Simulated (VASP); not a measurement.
# AlN (P6_3mc) in VASP: further runs, part 2 of 2

VASP 6.6.1. The steps go on from the part before.

### 4 Relaxation of shape and atoms at fixed volume, PBE (a relaxed cell with its volume scaled by 1.04)

The input, INCAR:

```
  ALGO = Fast
  EDIFF = 1E-7
  EDIFFG = -0.01
  ENCUT = 600
  GGA = PE
  IBRION = 2
  ISIF = 4
  ISMEAR = 0
  LASPH = T
  LCHARG = F
  LREAL = F
  LWAVE = F
  NELM = 80
  NSW = 40
  PREC = Accurate
  SIGMA = 0.03
```

The input, KPOINTS:

```
k-points
0
Gamma
  12 12 6
```

The input, POSCAR:

```
AlN                                     
1.0
    3.1690270131      0.0000000000      0.0000000000
   -1.5845135065      2.7444578986     -0.0000000000
    0.0000000000     -0.0000000000      5.0819322040
  Al              N             
     2     2
Direct
     0.3333333332999970    0.6666666667000030    0.9992990147967694
     0.6666666667000030    0.3333333332999970    0.4992990147967694
     0.3333333332999970    0.6666666667000030    0.3807009852032331
     0.6666666667000030    0.3333333332999970    0.8807009852032331
```

Potentials or basis: VASP PAW PBE potentials, release 64 (Al, N).

Launch:

```sh
cat potpaw_PBE.64/Al/POTCAR potpaw_PBE.64/N/POTCAR > POTCAR
mpirun -np 1 vasp_std > vasp.out
```

OUTCAR:

```text
EDIFF = 1E-7
   EDIFFG = -0.01
   ENCUT = 600
   GGA = PE
   IBRION = 2
   ISIF = 4
   ISMEAR = 0
   LASPH = T
   LREAL = F
   NELM = 80
   NSW = 40
   PREC = Accurate

 ion  position               nearest neighbor table
   1  0.333  0.667  0.999-   4 1.93   4 1.93   4 1.93   3 1.94   2 3.13   2 3.13   2 3.13   2 3.13
                             2 3.13   2 3.13
   2  0.667  0.333  0.499-   3 1.93   3 1.93   3 1.93   4 1.94   1 3.13   1 3.13   1 3.13   1 3.13
                             1 3.13   1 3.13
   3  0.333  0.667  0.381-   2 1.93   2 1.93   2 1.93   1 1.94
   4  0.667  0.333  0.881-   1 1.93   1 1.93   1 1.93   2 1.94

  LATTYP: Found a hexagonal cell.
 ALAT       =     3.1690270131
 C/A-ratio  =     1.6036253976

  Lattice vectors:

 A1 = (   3.1690270131,   0.0000000000,   0.0000000000)
 A2 = (  -1.5845135065,   2.7444578986,   0.0000000000)
 A3 = (   0.0000000000,   0.0000000000,   5.0819322040)

[... 322 lines left out ...]
      5       4.8010      2.00000
      6       5.4285      2.00000
      7       5.4285      2.00000
      8       5.6000      2.00000
      9       9.3356      0.00000
     10      11.8246      0.00000
     11      15.7578      0.00000
     12      16.3937      0.00000
[... 331 lines left out ...]
 k-point    24 :       0.3333    0.0000    0.1667
  band No.  band energies     occupation
      1      -8.0031      2.00000
      2      -6.8856      2.00000
      3       0.8936      2.00000
      4       1.8001      2.00000
      5       2.3977      2.00000
      6       3.9302      2.00000
      7       4.8465      2.00000
      8       4.9857      2.00000
      9      11.2251      0.00000
     10      12.0699      0.00000
     11      13.6667      0.00000
     12      15.3479      0.00000

 [... further k-points ...]

------------------------ aborting loop because EDIFF is reached ----------------------------------------

  FORCE on cell =-STRESS in cart. coord.  units (eV):
  Direction    XX          YY          ZZ          XY          YZ          ZX
  --------------------------------------------------------------------------------------
  -------------------------------------------------------------------------------------
  Total       -1.9534840     -1.9534840     -1.9482326     -0.0000000      0.0000000      0.0000000
  in kB      -70.8123580    -70.8123580    -70.6219974     -0.0000000      0.0000000      0.0000000
  external PRESSURE =     -70.7489045 kB  Pullay stress =       0.0000000 kB
[... 19 lines left out ...]
  FREE ENERGIE OF THE ION-ELECTRON SYSTEM (eV)
  ---------------------------------------------------
  free  energy   TOTEN  =       -29.7468311662 eV

  energy  without entropy=      -29.7468311662  energy(sigma->0) =      -29.74683117

 reached required accuracy - stopping structural energy minimisation
```

CONTCAR:

```text
AlN
   1.00000000000000
     3.1669565197463019   -0.0000000000033819    0.0000000000000000
    -1.5834782598261121    2.7426647987618153    0.0000000000000000
     0.0000000000000000    0.0000000000000000    5.0885793090997495
  Al              N
     2     2
Direct
     0.3333333332999970    0.6666666667000030    0.9995516834770705
     0.6666666667000030    0.3333333332999970    0.4995516834770705
     0.3333333332999970    0.6666666667000030    0.3804483165229321
     0.6666666667000030    0.3333333332999970    0.8804483165229321

  0.00000000E+00  0.00000000E+00  0.00000000E+00
  0.00000000E+00  0.00000000E+00  0.00000000E+00
  0.00000000E+00  0.00000000E+00  0.00000000E+00
  0.00000000E+00  0.00000000E+00  0.00000000E+00
```

Wall time 2.4 min (1 thread of Intel Xeon Platinum 8375C at 2.90GHz (Ice Lake), shared host); peak memory 0.2 GiB.

What came out:

| Quantity | Value |
| --- | --- |
| Free energy | -29.7468 eV |
| Energy gained by relaxing | 0.0 meV/atom |
| Ionic steps | 4 |
| Pressure after relaxing | -7.1 GPa |
| Band gap on the k mesh | 3.74 eV, direct |

Forces on the atoms (eV/Å):
```
Al   0.000  0.000 -0.002
Al   0.000  0.000 -0.002
N    0.000  0.000  0.002
N    0.000  0.000  0.002
```

Step by step:
```tsv
step	energy change (eV)	largest force (eV/Å)	pressure (GPa)
1	0.0000	0.0087	-7.09
2	-0.0001	0.0124	-7.08
3	-0.0001	0.0132	-7.08
4	-0.0001	0.0022	-7.07
```

Final structure:
```xyz
4
Lattice="3.1670 0.0000 0.0000 -1.5835 2.7427 0.0000 0.0000 0.0000 5.0886" Properties=species:S:1:pos:R:3 pbc="T T T"
Al    0.0000    1.8284    5.0863
Al    1.5835    0.9142    2.5420
N     0.0000    1.8284    1.9359
N     1.5835    0.9142    4.4802
```

### 5 Relaxation of shape and atoms at fixed volume, PBE (a relaxed cell with its volume scaled by 1.06)

INCAR is that of step 4.

KPOINTS is that of step 4.

POSCAR: that of step 4 with these lines changed.

```diff
@@ -2,5 +2,5 @@
 1.0
-    3.1690270131      0.0000000000      0.0000000000
-   -1.5845135065      2.7444578986     -0.0000000000
-    0.0000000000     -0.0000000000      5.0819322040
+    3.1892124428      0.0000000000      0.0000000000
+   -1.5946062213      2.7619389935     -0.0000000000
+    0.0000000000     -0.0000000000      5.1143020716
   Al              N
```

Launch:

```sh
cat potpaw_PBE.64/Al/POTCAR potpaw_PBE.64/N/POTCAR > POTCAR
mpirun -np 1 vasp_std > vasp.out
```

Wall time 3 min (1 thread of Intel Xeon Platinum 8375C at 2.90GHz (Ice Lake), shared host); peak memory 0.2 GiB.

Results (log left out):

| Item | Value |
| --- | --- |
| Free energy | -29.7022 eV |
| Energy gained by relaxing | 0.1 meV/atom |
| Ionic steps | 4 |
| Pressure after relaxing | -10.1 GPa |
| Band gap on the k mesh | 3.58 eV, direct |

Forces on the atoms (eV/Å):
```
Al   0.000  0.000 -0.003
Al   0.000  0.000 -0.003
N    0.000  0.000  0.003
N    0.000  0.000  0.003
```

The path:
| step | energy change (eV) | largest force (eV/Å) | pressure (GPa) |
| --- | --- | --- | --- |
| 1 | 0.0000 | 0.0147 | -10.15 |
| 2 | -0.0002 | 0.0166 | -10.12 |
| 3 | -0.0002 | 0.0169 | -10.12 |
| 4 | -0.0002 | 0.0028 | -10.11 |

Final structure:
```
CELL_PARAMETERS angstrom
3.18617 0.00000 0.00000
-1.59309 2.75930 0.00000
0.00000 0.00000 5.12407
ATOMIC_POSITIONS crystal
Al 0.33333 0.66667 0.99967
Al 0.66667 0.33333 0.49967
N 0.33333 0.66667 0.38033
N 0.66667 0.33333 0.88033
```

Levels at points of the mesh, in eV from the valence-band top:
| k point | band 5 | band 6 | band 7 | band 8 | band 9 | band 10 | band 11 | band 12 |
| --- | --- | --- | --- | --- | --- | --- | --- | --- |
| (0.00, 0.00, 0.00) | -0.78 | -0.16 | -0.16 | 0.00 | 3.58 | 6.08 | 10.01 | 10.67 |
| (0.50, 0.00, 0.00) | -3.15 | -1.94 | -1.65 | -0.64 | 5.60 | 5.63 | 7.56 | 9.76 |
| (0.00, 0.00, 0.50) | -0.48 | -0.48 | -0.48 | -0.48 | 5.86 | 5.86 | 9.72 | 9.72 |
| (0.50, 0.00, 0.50) | -1.36 | -1.36 | -1.29 | -1.29 | 5.06 | 5.06 | 8.81 | 8.81 |

### 6 Summary

```tsv
cell	gap on the mesh (eV)	pressure (GPa)
atoms relaxed at fixed volume	4.06	0.0
atoms relaxed at fixed volume from: a relaxed cell with its volume scaled by 1.02	3.89	-3.7
atoms relaxed at fixed volume from: a relaxed cell with its volume scaled by 1.04	3.74	-7.1
atoms relaxed at fixed volume from: a relaxed cell with its volume scaled by 1.06	3.58	-10.1
```

Alike in all rows: task relaxation of shape and atoms at fixed volume; level PBE; potentials or basis VASP PAW PBE potentials, release 64 (Al, N); no spin polarisation; k mesh 12 × 12 × 6; cutoff (eV) 600; smearing gaussian 0.03 eV.

Caveats: the relaxation stopped at its first step, so nothing moved (some runs).

Total energies depend on the potentials used, so only differences within one code and one set of settings carry meaning.

### 7 Against experiment

Step 2. Against the measured gap of AlN, 6.0343 eV (an exciton energy, a little under the gap; 0 K; quoted in “Structural and optical properties of self-assembled AlN nanowires grown on SiO2/Si substrates by molecular beam epitaxy”, 2024, arxiv:2402.00216), the calculated 4.06 eV is off by -1.97 eV. 2 values of this kind are on record (6.034 to 6.0343 eV); this one was drawn at random. The value is that of PBE on a finite k mesh, which can miss the band edges, without temperature or zero-point motion. Semilocal functionals fall short of measured gaps as a rule.
